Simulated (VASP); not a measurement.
# InP (F-43m) in VASP: a series of runs

InP is run at these levels: PBE, PBE+D3(BJ), B3LYP; tasks: single point, relaxation of cell and atoms.

Program: VASP 6.6.1. These are calculated values, not measurements. Logs are shortened: lines on timing, memory, paths and dates and some standing lists are left out, and cuts for length are marked.

**What was measured.**

A printed reference work, data compilation reports, for a bulk crystal of InP at 1.6 K: band gap 1.4236 eV (direct).

How close the calculation comes is told below.

## (1) The cell of the first run

The structure is cubic, space group F-43m (No. 216). Conventional cell: a = 5.861 Å, b = 5.861 Å, c = 5.861 Å, α = 90.00°, β = 90.00°, γ = 90.00°. In (site symmetry -43m) has 4 P at 2.54 Å within 3.3 Å. Within 3.3 Å of P (site symmetry -43m) lie 4 In at 2.54 Å.

## (2) Single point, PBE

Contents of INCAR:

```
SYSTEM = InP
PREC     = Accurate       ! precision mode
ENCUT    = 520            ! plane-wave cutoff, eV
EDIFF    = 1E-6           ! SCF threshold, eV
ISMEAR   = 0              ! smearing method
SIGMA    = 0.028000000000000004 ! smearing width, eV
LREAL    = .FALSE.        ! projectors in reciprocal space
LASPH    = .TRUE.         ! aspherical terms in the spheres
NELM     = 60             ! most SCF steps
ALGO     = Normal         ! electronic algorithm
ISIF     = 2              ! what is computed and relaxed
LWAVE    = .FALSE.        ! write WAVECAR
LCHARG   = .FALSE.        ! write CHGCAR
GGA      = PE             ! functional
NBANDS   = 16             ! bands
```

Contents of KPOINTS:

```
regular mesh
0
G
  8 8 8
  0 0 0
```

Contents of POSCAR:

```
InP
1.0
    0.0000000000      2.9305000000      2.9305000000
    2.9305000000      0.0000000000      2.9305000000
    2.9305000000      2.9305000000      0.0000000000
In P
1 1
Direct
    0.0000000000      0.0000000000      0.0000000000
    0.7500000000      0.7500000000      0.7500000000
```

Potentials or basis: VASP PAW PBE potentials, release 64 (In_d, P).

Command:

```bash
$ cat potpaw_PBE.64/In_d/POTCAR potpaw_PBE.64/P/POTCAR > POTCAR
$ mpirun -np 1 vasp_std > vasp.out
```

OUTCAR:

```text
SYSTEM = InP
   PREC = Accurate
   ENCUT = 520
   EDIFF = 1E-6
   ISMEAR = 0
   LREAL = .FALSE.
   LASPH = .TRUE.
   NELM = 60
   ISIF = 2
   GGA = PE

 ion  position               nearest neighbor table
   1  0.000  0.000  0.000-   2 2.54   2 2.54   2 2.54   2 2.54
   2  0.750  0.750  0.750-   1 2.54   1 2.54   1 2.54   1 2.54

  LATTYP: Found a face centered cubic cell.
 ALAT       =     5.8610000000

  Lattice vectors:

 A1 = (   0.0000000000,   2.9305000000,   2.9305000000)
 A2 = (   2.9305000000,   0.0000000000,   2.9305000000)
 A3 = (   2.9305000000,   2.9305000000,   0.0000000000)

Analysis of symmetry for initial positions (statically):
=====================================================================
 Subroutine PRICEL returns:
 Original cell was already a primitive cell.

 Routine SETGRP: Setting up the symmetry group for a
 face centered cubic supercell.

 Subroutine GETGRP returns: Found 24 space group operations
 (whereof 24 operations were pure point group operations)
 out of a pool of 48 trial point group operations.

The static configuration has the point symmetry T_d .

Analysis of symmetry for dynamics (positions and initial velocities):
=====================================================================
 Subroutine PRICEL returns:
 Original cell was already a primitive cell.

 Routine SETGRP: Setting up the symmetry group for a
 face centered cubic supercell.

 Subroutine GETGRP returns: Found 24 space group operations
 (whereof 24 operations were pure point group operations)
 out of a pool of 48 trial point group operations.

The dynamic configuration has the point symmetry T_d .

 Subroutine INISYM returns: Found 24 space group operations
 (whereof 24 operations are pure point group operations),
 and found     1 'primitive' translations

----------------------------------------------------------------------------------------

                                     Primitive cell

  volume of cell :      50.3333

  direct lattice vectors                    reciprocal lattice vectors
     0.000000000  2.930500000  2.930500000    -0.170619348  0.170619348  0.170619348
     2.930500000  0.000000000  2.930500000     0.170619348 -0.170619348  0.170619348
     2.930500000  2.930500000  0.000000000     0.170619348  0.170619348 -0.170619348

  length of vectors
     4.144352845  4.144352845  4.144352845     0.295521380  0.295521380  0.295521380

  position of ions in fractional coordinates (direct lattice)
     0.000000000  0.000000000  0.000000000
     0.750000000  0.750000000  0.750000000

  ion indices of the primitive-cell ions
   primitive index   ion index
                 1           1
                 2           2

----------------------------------------------------------------------------------------

 KPOINTS: regular mesh

Automatic generation of k-mesh.
 Grid dimensions read from file:
 generate k-points for:    8    8    8

 Generating k-lattice:

  Cartesian coordinates                     Fractional coordinates (reciprocal lattice)
    -0.021327419  0.021327419  0.021327419     0.125000000  0.000000000  0.000000000
     0.021327419 -0.021327419  0.021327419     0.000000000  0.125000000  0.000000000
     0.021327419  0.021327419 -0.021327419     0.000000000  0.000000000  0.125000000

  Length of vectors
     0.036940172  0.036940172  0.036940172

  Shift w.r.t. Gamma in fractional coordinates (k-lattice)
     0.000000000  0.000000000  0.000000000

 Subroutine IBZKPT returns following result:
 ===========================================

 Found     29 irreducible k-points:

 Following reciprocal coordinates:
            Coordinates               Weight
  0.000000  0.000000  0.000000      1.000000
  0.125000  0.000000  0.000000      8.000000
  0.250000  0.000000  0.000000      8.000000
  0.375000  0.000000  0.000000      8.000000
  0.500000  0.000000  0.000000      4.000000
  0.125000  0.125000  0.000000      6.000000
[... 16 lines left out ...]
  0.500000  0.250000  0.125000     48.000000
 -0.375000  0.250000  0.125000     24.000000
 [... further k-points ...]
   k-points           NKPTS =     29   k-points in BZ     NKDIM =     29   number of bands    NBANDS=     16
   number of dos      NEDOS =    301   number of ions     NIONS =      2
   total plane-waves  NPLWV =  32768
   dimension x,y,z NGX =    32 NGY =   32 NGZ =   32
   dimension x,y,z NGXF=    64 NGYF=   64 NGZF=   64
   ions per type =               1   1
   NGX,Y,Z   is equivalent  to a cutoff of  12.84, 12.84, 12.84 a.u.
   NGXF,Y,Z  is equivalent  to a cutoff of  25.67, 25.67, 25.67 a.u.
 SYSTEM =  InP
   PREC   = accura    normal or accurate (medium, high low for compatibility)
   ISTART =      0    job   : 0-new  1-cont  2-samecut
   ICHARG =      2    charge: 1-file 2-atom 10-const
   ISPIN  =      1    spin polarized calculation?
   LNONCOLLINEAR =      F non collinear calculations
   LSORBIT =      F    spin-orbit coupling
   LASPH  =      T    aspherical Exc in radial PAW
   ENCUT  =  520.0 eV  38.22 Ry    6.18 a.u.   7.71  7.71  7.71*2*pi/ulx,y,z
   NELM   =     60;   NELMIN=  2; NELMDL= -5     # of ELM steps
   EDIFF  = 0.1E-05   stopping-criterion for ELM
   LREAL  =      F    real-space projection
   EDIFFG = 0.1E-04   stopping-criterion for IOM
   NSW    =      0    number of steps for IOM
   IBRION =     -1    ionic relax: 0-MD 1-quasi-New 2-CG
   NFREE  =      0    steps in history (QN), initial steepest desc. (CG)
   ISIF   =      2    stress and relaxation
   ISYM   =      2    0-nonsym 1-usesym 2-fastsym
   POTIM  = 0.5000    time-step for ionic-motion
   TEBEG  =    0.0;   TEEND  =   0.0 temperature during run
   PSTRESS=    0.0 pullay stress
   NELECT =      18.0000    total number of electrons
   NUPDOWN=      -1.0000    fix difference up-down
   EMIN   =  10.00;   EMAX   =-10.00  energy-range for DOS
   EFERMI =   0.00;   METHOD = LEGACY
   ISMEAR =     0;   SIGMA  =   0.03  broadening in eV -4-tet -1-fermi 0-gaus
   EFERMI_NEDOS =   21; number of points for ismear=-14 and -15
   IALGO  =     38    algorithm
   IMIX   =      4    mixing-type and parameters
     AMIX     =   0.40;   BMIX     =  1.00
     AMIX_MAG =   1.60;   BMIX_MAG =  1.00
  volume/ion in A,a.u.               =      25.17       169.83
  Fermi-wavevector in a.u.,A,eV,Ry     =   1.162021  2.195901 18.371846  1.350293
  Thomas-Fermi vector in A             =   2.298587
   LORBIT       =      0    0 simple, 1 ext, 2 COOP (PROOUT), +10 PAW based schemes
   GGA     = PE    functional components
   LHFCALC =     F    Hartree Fock is set to
   AEXX    =    0.0000 exact exchange contribution
   IVDW    =     0    specifies the selected vdW correction
   LEPSILON=     F    determine dielectric tensor
   LRPA    =     F    only Hartree local field effects (RPA)
 non-spin polarized calculation
 Gauss-broadening in eV      SIGMA  =   0.03
  energy-cutoff  :      520.00
  volume of cell :       50.33
 maximum number of plane-waves:      1380
   NGX = 15   NGY = 15   NGZ = 15

 number of electron      18.0000005 magnetization

 Free energy of the ion-electron system (eV)
  ---------------------------------------------------
  ext. energy  EPLUGINS =         0.00000000
  ---------------------------------------------------
  free energy    TOTEN  =        -8.38078674 eV

  energy without entropy =       -8.38078674  energy(sigma->0) =       -8.38078674

 E-fermi :   5.3681     XC(G=0):  -9.2831

 val. band max:        5.1888467657   @ k =   0.0000   0.0000   0.0000
 cond. band min:       5.9008512377   @ k =   0.0000   0.0000   0.0000
 fundamental gap:      0.7120044720
 Fermi energy:         5.3680779429

 k-point     1 :       0.0000    0.0000    0.0000
  band No.  band energies     occupation
      1      -8.9971      2.00000
      2      -8.9971      2.00000
      3      -8.9971      2.00000
      4      -8.8450      2.00000
      5      -8.8450      2.00000
      6      -6.3284      2.00000
[... 8 lines left out ...]
     15      14.6384      0.00000
     16      14.6384      0.00000

 k-point     2 :       0.1250    0.0000    0.0000
  band No.  band energies     occupation
      1      -9.0161      2.00000
      2      -8.9896      2.00000
      3      -8.9896      2.00000
      4      -8.8449      2.00000
      5      -8.8449      2.00000
      6      -6.1499      2.00000
[... 8 lines left out ...]
     15      14.0006      0.00000
     16      14.5463      0.00000

 k-point     3 :       0.2500    0.0000    0.0000
  band No.  band energies     occupation
      1      -9.0595      2.00000
      2      -8.9737      2.00000
      3      -8.9737      2.00000
      4      -8.8424      2.00000
      5      -8.8424      2.00000
      6      -5.6513      2.00000
[... 8 lines left out ...]
     15      13.7781      0.00000
     16      14.3292      0.00000

 k-point     4 :       0.3750    0.0000    0.0000
  band No.  band energies     occupation
      1      -9.1001      2.00000
      2      -8.9618      2.00000
      3      -8.9618      2.00000
      4      -8.8356      2.00000
      5      -8.8356      2.00000
      6      -4.9842      2.00000
[... 8 lines left out ...]
     15      14.7086      0.00000
     16      14.7086      0.00000

 k-point     5 :       0.5000    0.0000    0.0000
  band No.  band energies     occupation
      1      -9.1163      2.00000
      2      -8.9582      2.00000
      3      -8.9582      2.00000
      4      -8.8314      2.00000
      5      -8.8314      2.00000
      6      -4.6039      2.00000
[... 8 lines left out ...]
     15      15.8326      0.00000
     16      15.8326      0.00000

 k-point     6 :       0.1250    0.1250    0.0000
  band No.  band energies     occupation
      1      -9.0300      2.00000
      2      -8.9824      2.00000
      3      -8.9824      2.00000
      4      -8.8511      2.00000
      5      -8.8399      2.00000
      6      -6.0910      2.00000
[... 8 lines left out ...]
     15      14.7792      0.00000
     16      14.9649      0.00000
[... 267 lines left out ...]
 k-point    21 :       0.5000    0.5000    0.0000
  band No.  band energies     occupation
      1      -9.1826      2.00000
      2      -8.8963      2.00000
      3      -8.8924      2.00000
      4      -8.8924      2.00000
      5      -8.8098      2.00000
      6      -3.9502      2.00000
[... 8 lines left out ...]
     15      15.9533      0.00000
     16      17.0054      0.00000

 k-point    22 :       0.3750    0.2500    0.1250
  band No.  band energies     occupation
      1      -9.0976      2.00000
      2      -8.9544      2.00000
      3      -8.9480      2.00000
      4      -8.8603      2.00000
      5      -8.8298      2.00000
      6      -5.2374      2.00000
[... 8 lines left out ...]
     15      15.3795      0.00000
     16      16.8511      0.00000

 k-point    23 :       0.5000    0.2500    0.1250
  band No.  band energies     occupation
      1      -9.1215      2.00000
      2      -8.9490      2.00000
      3      -8.9335      2.00000
      4      -8.8564      2.00000
      5      -8.8295      2.00000
      6      -4.6266      2.00000
[... 8 lines left out ...]
     15      16.0457      0.00000
     16      16.5906      0.00000

 k-point    24 :      -0.3750    0.2500    0.1250
  band No.  band energies     occupation
      1      -9.1302      2.00000
      2      -8.9485      2.00000
      3      -8.9285      2.00000
      4      -8.8504      2.00000
      5      -8.8320      2.00000
      6      -4.2866      2.00000
[... 8 lines left out ...]
     15      15.8985      0.00000
     16      16.5202      0.00000

 [... further k-points ...]

------------------------ aborting loop because EDIFF is reached ----------------------------------------

  FORCE on cell =-STRESS in cart. coord.  units (eV):
  Direction    XX          YY          ZZ          XY          YZ          ZX
  --------------------------------------------------------------------------------------
  -------------------------------------------------------------------------------------
  Total        1.0287256      1.0287256      1.0287256     -0.0000000      0.0000000     -0.0000000
  in kB       32.7457498     32.7457498     32.7457498     -0.0000000      0.0000000     -0.0000000
  external PRESSURE =      32.7457498 kB  Pullay stress =       0.0000000 kB

 VOLUME and BASIS-vectors are now :
 -----------------------------------------------------------------------------
  energy-cutoff  :      520.00
  volume of cell :       50.33
      direct lattice vectors                 reciprocal lattice vectors
     0.000000000  2.930500000  2.930500000    -0.170619348  0.170619348  0.170619348
     2.930500000  0.000000000  2.930500000     0.170619348 -0.170619348  0.170619348
     2.930500000  2.930500000  0.000000000     0.170619348  0.170619348 -0.170619348

 POSITION                                       TOTAL-FORCE (eV/Angst)
 -----------------------------------------------------------------------------------
      0.00000      0.00000      0.00000         0.000000      0.000000      0.000000
      4.39575      4.39575      4.39575        -0.000000     -0.000000     -0.000000
 -----------------------------------------------------------------------------------
    total drift:                                0.000000      0.000000      0.000000

  FREE ENERGIE OF THE ION-ELECTRON SYSTEM (eV)
  ---------------------------------------------------
  free  energy   TOTEN  =        -8.3807867413 eV

  energy  without entropy=       -8.3807867413  energy(sigma->0) =       -8.38078674
```

It took 23 s on 1 thread of Intel Xeon 6975P-C, shared host; peak memory 0.18 GiB.

What came out:

```
Free energy            : -8.3808 eV
Pressure               : 3.3 GPa
Band gap on the k mesh : 0.71 eV, direct
```

Caveat: spin-orbit coupling is left out, which moves the levels of the heavy elements.

(Part 1 of 2 ends here.)
